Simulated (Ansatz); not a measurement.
One crystal and one scan (frozen-phonon scan) at two levels, PBE (plane waves to 420 eV, PAW, scalar-relativistic; Ansatz, an electronic-structure program) and r2SCAN (plane waves to 500 eV, PAW, scalar-relativistic; Ansatz), each from its own relaxed cell and on its own mesh.

The crystal is LiI (rock salt); a phonon pattern at L = (0.5, 0.0, 0.0) is frozen into a 4-atom cell, Q being the largest atomic displacement.

LiI was relaxed with its symmetry unable to fall. Spin-orbit coupling is left out, though I is heavy.

```
quantity                                                                                  run 1  run 2
----------------------------------------------------------------------------------------  -----  -----
Harmonic wavenumber from the curvature (finite differences) (cm⁻¹ (negative: imaginary))     47     43
```

Question: Which run is which level?

Answer: Run 2 is PBE, run 1 is r2SCAN. PBE gives the lower value for: harmonic wavenumber from the curvature. Both give the same shape of the curve: a single well with its minimum at or next to zero displacement.

(For displaced atoms, the force is minus the slope of the energy, and its curvature is a force constant, which sets phonon frequencies.)
